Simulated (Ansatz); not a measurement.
# TiAl (P-6m2) in Ansatz: notebook

One crystal, TiAl, is run at these levels: r2SCAN, PBE; tasks: single point, equation of state, phonons.

Everything below comes from runs of Ansatz 0.2.0. Logs are shortened: lines on timing, memory, paths and dates and some standing lists are left out, and cuts for length are marked.

**1. Starting point**

The structure is hexagonal, space group P-6m2 (No. 187). The conventional cell has a = 2.867 Å, b = 2.867 Å, c = 4.678 Å, α = 90.00°, β = 90.00°, γ = 120.00°. Ti (site symmetry -6m2) has 6 Al at 2.87 Å and 6 Ti at 2.87 Å as nearest neighbours. Al (site symmetry -6m2) is surrounded by 6 Ti at 2.87 Å and 6 Al at 2.87 Å.

The cell comes from a database or a generator and needn't be the stable form of this composition.

**2. Single point, r2SCAN, 15.65 Å³/atom (volume scaled by 0.94)**

Input file input.yaml:

```yaml
crystal:
  lattice:
    - [2.8087302532, 0.0, 0.0]
    - [-1.4043651265, 2.4324317516, 0.0]
    - [0.0, 0.0, 4.5825851222]
  atoms:
    - { symbol: Ti, position: [0.0, 0.0, 0.0] }
    - { symbol: Al, position: [0.3333333333, 0.6666666667, 0.5] }
hamiltonian:
  xc: r2scan
  pseudopotentials: { kind: paw }
kpoints:
  mp_grid: { grid: [11, 11, 6] }
scf:
  occupations: { method: fermi_dirac, width: 0.05 }
output:
  forces: true
  stress: true
  eigenvalues: true
  write_density: true
  write_potential: true
  elf: true
  volumetric_format: npy
```

Potentials or basis: Ansatz PAW.

Command:

```sh
> ansatz run input.yaml --threads 2 --pin off --max-ram 5632MiB --backend cpu --events-out ev --progress --plain --runs-dir out
```

Standard output:

```text
Warning: RAYON_NUM_THREADS=2 ignored (pool sized by the plan → 2); use --threads N
Engine: ansatz 0.2.0, aarch64-unknown-linux-gnu
Pseudopotentials: kind: paw
Pseudopotential: Ti, paw, valence charge 12, recommended cutoff 500 eV (meta_gga), Ti.paw.azcp
Pseudopotential: Al, paw, valence charge 3, recommended cutoff 500 eV (meta_gga), Al.paw.azcp
Functional definition: r2SCAN
  parameter k0 = 0.174
  parameter k1 = 0.065
  parameter a1 = 4.9479
  exchange = r2scan_x(k0 = k0, k1 = k1, a1 = a1)
  correlation = r2scan_c
Crystal: 2 atoms, lattice volume = 31.308 Å³
Basis set: ecut = 500 eV, 785 PW (Γ), exchange–correlation on 96×96×144 points (64 copies of the dense FFT grid, shifted against one another)
Bands: 12, of which v1, the nominal top of the filled ones, is band 8 counted from 1 (7 counted from 0)
Symmetry: 12 space group operations
Space group: P-6m2 (ITA 187), of the structure as read, at distance tolerance 3.2e-5 Å
k-points: 64 of 726 (time reversal used)
Non-local potential: Ti, projectors of the file, l = 0: 3, l = 1: 2, l = 2: 3, l = 3: 1
Non-local potential: Al, projectors of the file, l = 0: 2, l = 1: 2, l = 2: 1
PAW form: soft (Blöchl's): semilocal exchange-correlation on the pseudo side does not see the compensation charge
PAW frozen core: Ti, regenerated for the run's functional (the file was generated under x = pbe(κ = 0.804, μ = 0.2195149727645171), c = pbe(β = 0.06672455060314922))
PAW frozen core: Al, regenerated for the run's functional (the file was generated under x = pbe(κ = 0.804, μ = 0.2195149727645171), c = pbe(β = 0.06672455060314922))
PAW one-centre angular grid: Ti, 590 points (default); XC on 160 Gauss nodes
PAW one-centre angular grid: Al, 302 points (default); XC on 160 Gauss nodes
Initial density: superposition of atomic densities (neutral atoms: chi_scale 0, normalization atom), corrected by the library's trained network
Initial wavefunctions: pseudopotential atomic-orbital guess
Functional: x = r2scan, c = r2scan; τ floored in thin density (d = 2e-4 eV/Å³)
SCF iter   1: F=—  HF=-3045.287182 eV  |F-HF|=—  |Δ(HF+E_count)|=         —  Δρ=1.86e-2  dr2=1.67e-1  dr2_τ=1.66e-2  ethr=1.77e-3  ⟨swp⟩=5.0  Hψ=3941  notcnv=0
preconditioner: auto → none  [metal: Δε(μ)=0.015 eV  Ē_g=5.866 eV  σ=0.050 eV  W_gap=0.08  n_scr=2 (ndim 8)  ℏωp=17.6 eV  f_vac=0.000  D(μ)=2.44/eV (n_scr^D=22)  sad-step TF]
SCF iter   2: F=—  HF=-3045.298862 eV  |F-HF|=—  |Δ(HF+E_count)|=   1.17e-2  Δρ=4.02e-3  dr2=4.57e-3  dr2_τ=1.77e-3  ethr=1.11e-3  ⟨swp⟩=2.9  Hψ=1896  notcnv=0  defer=6
SCF iter   3: F=—  HF=-3045.299587 eV  |F-HF|=—  |Δ(HF+E_count)|=   7.24e-4  Δρ=2.24e-3  dr2=1.25e-3  dr2_τ=1.51e-4  ethr=3.05e-5  ⟨swp⟩=2.4  Hψ=1248  notcnv=0  defer=6
SCF iter   4: F=—  HF=-3045.300056 eV  |F-HF|=—  |Δ(HF+E_count)|=   4.69e-4  Δρ=8.48e-4  dr2=5.28e-4  dr2_τ=8.46e-6  ethr=8.33e-6  ⟨swp⟩=2.0  Hψ=1226  notcnv=0  defer=6
SCF iter   5: F=—  HF=-3045.300023 eV  |F-HF|=—  |Δ(HF+E_count)|=   3.36e-5  Δρ=2.48e-4  dr2=1.95e-5  dr2_τ=1.62e-6  ethr=3.52e-6  ⟨swp⟩=1.5  Hψ=863  notcnv=0  defer=6
SCF iter   6: F=—  HF=-3045.300034 eV  |F-HF|=—  |Δ(HF+E_count)|=   1.18e-5  Δρ=3.98e-5  dr2=5.12e-7  dr2_τ=5.21e-8  ethr=1.30e-7  ⟨swp⟩=2.5  Hψ=1130  notcnv=0  defer=6
SCF iter   7: F=-3045.300035 eV  HF=-3045.300035 eV  |F-HF|=1.68e-9  |Δ(HF+E_count)|=   2.15e-7  Δρ=4.74e-6  dr2=8.26e-9  dr2_τ=5.33e-10  ethr=6.67e-10  ⟨swp⟩=8.3  Hψ=4607  notcnv=0
SCF 1 converged in 7 iterations: F = -3045.300035 eV  dr2 = 8.26e-9
SCF converged after 7 iterations
Free energy (F): -3045.300035 eV
Harris-Foulkes:  -3045.300035 eV  (|F-HF|=1.68e-9)
Internal energy: -3045.278804 eV  (E = F + TS)
E sigma→0 (E₀):  -3045.289419 eV
Entropy (-TS):   -0.021231 eV (-10.616 meV/atom)
Fermi energy:    11.207141 eV
--- Per-component energies (eV) ---
  E_band       = -171.243290
  E_kinetic    = 298.392875
  E_local      = -1124.187537  (includes V_loc(G=0)·N_el)
  E_nonlocal   = 17.487518
  E_hartree    = 488.173077
  E_xc         = -130.755949
  E_vxc        = -165.489210  (∫ρ·V_xc dr)
  E_paw        = -1530.377610  (= ΣΔE_a)
  E_vpaw       = -184.183310  (= ΣTr[D̂ρ^β])
  E_aug_tail   = 0.000092  (compensation charges beyond the density's cutoff)
  E_vtau       = 10.387072  (kinetic-family band-sum trace: ∫τ·v_τ [+ j·A + Jᵃ·Aᵃ] dr)
  E_ewald      = -1063.697703
  E_core_change = -0.313565  (= ΣΔE_core)
  E_smearing   = -0.021231  (= −TS)
  E_closure    = -0.000000  (closes the sum)
  Σ components = -3045.300035   (vs F -3045.300035, Δ=0.00e0)
--- Forces (eV/Å), atoms counted from 1 ---
  atom   1  Ti    -0.00000000    -0.00000000     0.00000000
  atom   2  Al     0.00000000    -0.00000000    -0.00000000
  max |Σ_I F_I| component: 1.02e-16 eV/Å
--- Stress (GPa, compression-positive) ---
        6.869344       0.000000       0.000000
        0.000000       6.869344      -0.000000
        0.000000      -0.000000       5.904257
  P = ⅓ Tr σ = 6.5476 GPa (65.476 kbar)
--- Band table (eV; the first three rows and the last of 64) ---
  k-point 0: bands = ["-47.5024", "-22.7780", "-22.2795", "-22.2795", "1.4770", "8.7293", "9.1206", "12.7349", "12.7349", "14.5069", "14.5069", "15.7815"]
  k-point 1: bands = ["-47.5024", "-22.7797", "-22.2795", "-22.2795", "1.6678", "7.4640", "10.0245", "12.7381", "12.7381", "14.4849", "14.4849", "16.3485"]
  k-point 2: bands = ["-47.5023", "-22.7832", "-22.2794", "-22.2794", "2.1497", "6.0959", "10.5854", "12.7445", "12.7445", "14.4417", "14.4417", "17.6867"]
  k-point 63: bands = ["-47.3600", "-22.8545", "-22.7104", "-22.6434", "8.4937", "9.3972", "10.4026", "10.8660", "11.2230", "12.6652", "14.9861", "16.8419"]
```

Wall time 3.6 s (2 threads of Arm Neoverse V2, shared host); peak memory 0.41 GiB.

What came out:

* Free energy: -3045.3000 eV
* Pressure: 6.5 GPa
* Band gap on the k mesh: none (metal or under the smearing width)

Caveat: the PAW data sets come from PBE, with cores solved anew for the run's functional, which leaves a small shift of forces and pressure.

**3. Single point, r2SCAN, 15.99 Å³/atom (volume scaled by 0.96)**

Input file input.yaml:

```yaml
crystal:
  lattice:
    - [2.8285106954, 0.0, 0.0]
    - [-1.4142553477, 2.4495621171, 0.0]
    - [0.0, 0.0, 4.6148579117]
  atoms:
    - { symbol: Ti, position: [0.0, 0.0, 0.0] }
    - { symbol: Al, position: [0.3333333333, 0.6666666667, 0.5] }
hamiltonian:
  xc: r2scan
  pseudopotentials: { kind: paw }
kpoints:
  mp_grid: { grid: [11, 11, 6] }
scf:
  occupations: { method: fermi_dirac, width: 0.05 }
output:
  forces: true
  stress: true
  eigenvalues: true
```

Potentials or basis: Ansatz PAW.

Command:

```sh
> ansatz run input.yaml --threads 2 --pin off --max-ram 5632MiB --backend cpu --events-out ev --progress --plain --runs-dir out
```

It took 3 s on 2 threads of Arm Neoverse V2, shared host; peak memory 0.41 GiB.

Results (log left out):

```yaml
Free_energy: -3045.3214 eV
Pressure: 3.8 GPa
Band_gap_on_the_k_mesh: none (metal or under the smearing width)
```

Caveat: the PAW data sets come from PBE, with cores solved anew for the run's functional, which leaves a small shift of forces and pressure.

**4. Single point, r2SCAN, 16.32 Å³/atom (volume scaled by 0.98)**

Changes to input.yaml since step 3:

```diff
@@ -2,5 +2,5 @@
   lattice:
-    - [2.8285106954, 0.0, 0.0]
-    - [-1.4142553477, 2.4495621171, 0.0]
-    - [0.0, 0.0, 4.6148579117]
+    - [2.8480182822, 0.0, 0.0]
+    - [-1.424009141, 2.4664561828, 0.0]
+    - [0.0, 0.0, 4.6466855238]
   atoms:
```

Command:

```sh
> ansatz run input.yaml --threads 2 --pin off --max-ram 5632MiB --backend cpu --events-out ev --progress --plain --runs-dir out
```

Run time: 2.8 s. Hardware: 2 threads of Arm Neoverse V2, shared host; peak memory 0.41 GiB.

Results (log left out):

```yaml
Free_energy: -3045.3317 eV
Pressure: 1.2 GPa
Band_gap_on_the_k_mesh: none (metal or under the smearing width)
```

Caveat: the PAW data sets come from PBE, with cores solved anew for the run's functional, which leaves a small shift of forces and pressure.

**5. Single point, r2SCAN, 16.65 Å³/atom**

Changes to input.yaml since step 4:

```diff
@@ -2,5 +2,5 @@
   lattice:
-    - [2.8480182822, 0.0, 0.0]
-    - [-1.424009141, 2.4664561828, 0.0]
-    - [0.0, 0.0, 4.6466855238]
+    - [2.8672622327, 0.0, 0.0]
+    - [-1.4336311163, 2.4831219328, 0.0]
+    - [0.0, 0.0, 4.678083]
   atoms:
```

Command:

```sh
> ansatz run input.yaml --threads 2 --pin off --max-ram 5632MiB --backend cpu --events-out ev --progress --plain --runs-dir out
```

Wall time 2.7 s (2 threads of Arm Neoverse V2, shared host); peak memory 0.41 GiB.

The run converged. Its results:

* Free energy: -3045.3320 eV
* Pressure: -1.1 GPa
* Band gap on the k mesh: none (metal or under the smearing width)

Caveat: the PAW data sets come from PBE, with cores solved anew for the run's functional, which leaves a small shift of forces and pressure.

**6. Single point, r2SCAN, 16.99 Å³/atom (volume scaled by 1.02)**

Changes to input.yaml since step 5:

```diff
@@ -2,5 +2,5 @@
   lattice:
-    - [2.8672622327, 0.0, 0.0]
-    - [-1.4336311163, 2.4831219328, 0.0]
-    - [0.0, 0.0, 4.678083]
+    - [2.8862512777, 0.0, 0.0]
+    - [-1.4431256388, 2.4995669282, 0.0]
+    - [0.0, 0.0, 4.709064585]
   atoms:
```

Potentials or basis: Ansatz PAW.

Command:

```sh
> ansatz run input.yaml --threads 2 --pin off --max-ram 5632MiB --backend cpu --events-out ev --progress --plain --runs-dir out
```

Wall time 2.6 s (2 threads of Arm Neoverse V2, shared host); peak memory 0.42 GiB.

It converged, with:

```yaml
Free_energy: -3045.3231 eV
Pressure: -3.2 GPa
Band_gap_on_the_k_mesh: none (metal or under the smearing width)
```

Caveat: the PAW data sets come from PBE, with cores solved anew for the run's functional, which leaves a small shift of forces and pressure.

**7. Single point, r2SCAN, 17.32 Å³/atom (volume scaled by 1.04)**

Changes to input.yaml since step 6:

```diff
@@ -2,5 +2,5 @@
   lattice:
-    - [2.8862512777, 0.0, 0.0]
-    - [-1.4431256388, 2.4995669282, 0.0]
-    - [0.0, 0.0, 4.709064585]
+    - [2.9049936943, 0.0, 0.0]
+    - [-1.4524968471, 2.515798337, 0.0]
+    - [0.0, 0.0, 4.7396437833]
   atoms:
```

Command:

```sh
> ansatz run input.yaml --threads 2 --pin off --max-ram 5632MiB --backend cpu --events-out ev --progress --plain --runs-dir out
```

Wall time 2.6 s (2 threads of Arm Neoverse V2, shared host); peak memory 0.42 GiB.

It converged, with:

```
Free energy            : -3045.3059 eV
Pressure               : -5.1 GPa
Band gap on the k mesh : none (metal or under the smearing width)
```

Caveat: the PAW data sets come from PBE, with cores solved anew for the run's functional, which leaves a small shift of forces and pressure.

**8. Single point, r2SCAN, 17.65 Å³/atom (volume scaled by 1.06)**

Changes to input.yaml since step 7:

```diff
@@ -2,5 +2,5 @@
   lattice:
-    - [2.9049936943, 0.0, 0.0]
-    - [-1.4524968471, 2.515798337, 0.0]
-    - [0.0, 0.0, 4.7396437833]
+    - [2.9234973377, 0.0, 0.0]
+    - [-1.4617486688, 2.5318229623, 0.0]
+    - [0.0, 0.0, 4.7698334112]
   atoms:
```

Command:

```sh
> ansatz run input.yaml --threads 2 --pin off --max-ram 5632MiB --backend cpu --events-out ev --progress --plain --runs-dir out
```

Wall time 2.6 s (2 threads of Arm Neoverse V2, shared host); peak memory 0.42 GiB.

It converged, with:

```
Free energy            : -3045.2812 eV
Pressure               : -6.8 GPa
Band gap on the k mesh : none (metal or under the smearing width)
```

Caveat: the PAW data sets come from PBE, with cores solved anew for the run's functional, which leaves a small shift of forces and pressure.

**9. Equation of state, r2SCAN**

Potentials or basis: Ansatz PAW.

This step only gathers the single runs of the series.

Results:

```yaml
Equilibrium_volume: 16.50 Å³/atom
Bulk_modulus_at_fixed_shape_and_positions: 114 GPa
Pressure_derivative_of_the_bulk_modulus: 3.7
```

Energy against volume, from the lowest point:
```tsv
volume (Å³/atom)	energy (meV/atom)
15.654	15.97
15.987	5.30
16.320	0.14
16.653	0.00
16.986	4.43
17.320	13.02
17.653	25.38
```

Caveat: the cell was scaled at fixed shape and fractional positions, which overstates the stiffness of a crystal with free parameters, most of all of layers and chains; the PAW data sets were made with another functional, which shifts forces and pressure a little.

(Continued in part 2 of 2.)
